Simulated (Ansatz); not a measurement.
A run of Ansatz 0.2.0:

The input input.yaml:

```yaml
crystal:
  lattice:
    - [0.0, -2.83705, -2.8458]
    - [-3.9841, 2.83705, -2.8458]
    - [3.9841, 2.83705, -2.8458]
  atoms:
    - { symbol: Ba, position: [0.01482756, 0.52342182, 0.49594891] }
    - { symbol: Ba, position: [0.98517244, 0.97657818, 0.00405109] }
    - { symbol: Ti, position: [0.46948775, 0.00347915, 0.49812544] }
    - { symbol: Ti, position: [0.51471225, 0.48862085, 0.99397456] }
    - { symbol: O, position: [0.48612904, 0.25418846, 0.28051967] }
    - { symbol: O, position: [0.52967096, 0.75371154, 0.72738033] }
    - { symbol: O, position: [0.43502196, 0.81668038, 0.27996181] }
    - { symbol: O, position: [0.55995804, 0.18960962, 0.72632819] }
    - { symbol: O, position: [0.02114428, 0.00157456, 0.50510004] }
    - { symbol: O, position: [0.99143572, 0.49591544, 0.99238996] }
hamiltonian:
  xc: r2scan
  pseudopotentials: { kind: paw }
  hubbard: { sites: [{ species: Ti, l: d, u_eff: 5.0 }] }
kpoints:
  mp_grid: { grid: [7, 5, 5] }
  band_path:
    path:
      - [[0.0, 0.0, 0.0], [-0.5036945225, -0.4984716603, -0.4984716603], [-0.5058407549, -0.4941592451, -0.4941592451], [-0.5, -0.5, -0.5], [-0.5, -0.5057592439, -0.4942407561]]
      - [[0.5, -0.4942407561, 0.4942407561], [0.5, 0.0, 0.0], [0.4984517099, -0.5027840755, -0.5027840755], [-0.4941592451, -0.5058407549, -0.5058407549]]
      - [[-0.4984517099, -0.4972159245, 0.5027840755], [-0.4963054775, -0.5015283397, 0.4984716603], [0.0, -0.5, 0.5], [0.0, 0.0, 0.0], [-0.5, -0.5, 0.0]]
      - [[0.0, -0.5, 0.0], [0.0, 0.0, 0.0]]
    npoints: 10
scf:
  occupations: { method: fermi_dirac, width: 0.05 }
  n_extra_bands: 25
output:
  forces: true
  stress: true
  eigenvalues: true
  fatbands: false
```

Potentials or basis: Ansatz PAW.

The run is started by

```bash
$ ansatz run input.yaml --threads 4 --pin off --max-ram 11264MiB --backend cpu --events-out ev --progress --plain --runs-dir out
```

Hardware: 4 threads of Arm Neoverse V1, with other jobs on the host.

Question: Estimate the wall time of this run.

Answer: Wall time 2.1 min on 4 threads of Arm Neoverse V1 (shared host), peak memory 1.7 GiB. Counts: scf iterations 11, plane waves 3283, k points 88, bands 65.
